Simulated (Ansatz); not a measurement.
# Te2Mo: the cost of one run

Computed with Ansatz 0.2.0 (reference: DFT, PBE, plane waves, PAW, unless a step's input says otherwise).

2 further runs of the same task are left out: 2 that didn't finish.

### 1 The starting structure

Symmetry: P-6m2, No. 187, hexagonal system. Conventional cell: a = 3.561 Å, b = 3.561 Å, c = 31.534 Å, α = 90.00°, β = 90.00°, γ = 120.00°. Around Mo (site symmetry -6m2) lie 6 Te at 2.73 Å. Te (site symmetry 3m) is surrounded by 3 Mo at 2.73 Å.

As a file:

```
Mo Te
1.0
     3.56136    0.00000    0.00000
    -1.78068    3.08423    0.00000
     0.00000    0.00000   31.53418
Mo Te
1 2
Direct
  0.33333 0.66667 0.28540
  0.66667 0.33333 0.34214
  0.66667 0.33333 0.22867
```

### 2 The reference run

Contents of input.yaml:

```yaml
crystal:
  lattice:
    - [3.5613614769, 0.0, 0.0]
    - [-1.7806807384, 3.084229511, 0.0]
    - [0.0, 0.0, 31.5341825584]
  atoms:
    - { symbol: Mo, position: [0.3333333333, 0.6666666667, 0.2854045759] }
    - { symbol: Te, position: [0.6666666667, 0.3333333333, 0.342137729] }
    - { symbol: Te, position: [0.6666666667, 0.3333333333, 0.2286714228] }
  periodic: [true, true, false]
kpoints:
  mp_grid: { grid: [6, 6, 1] }
hamiltonian:
  xc: pbe
scf:
  occupations: { method: fixed }
  n_extra_bands: 4
output:
  forces: true
  stress: true
  eigenvalues: true
```

Launch:

```sh
$ ansatz run input.yaml --threads 4 --pin off --max-ram 4608MiB --backend cpu --events-out ev --progress --plain --runs-dir out
```

**Question.** How long does this run take on 4 threads of Arm Neoverse N1, shared host, and how much memory does it need?

About 3.1 s, with a peak of 0.58 GiB.
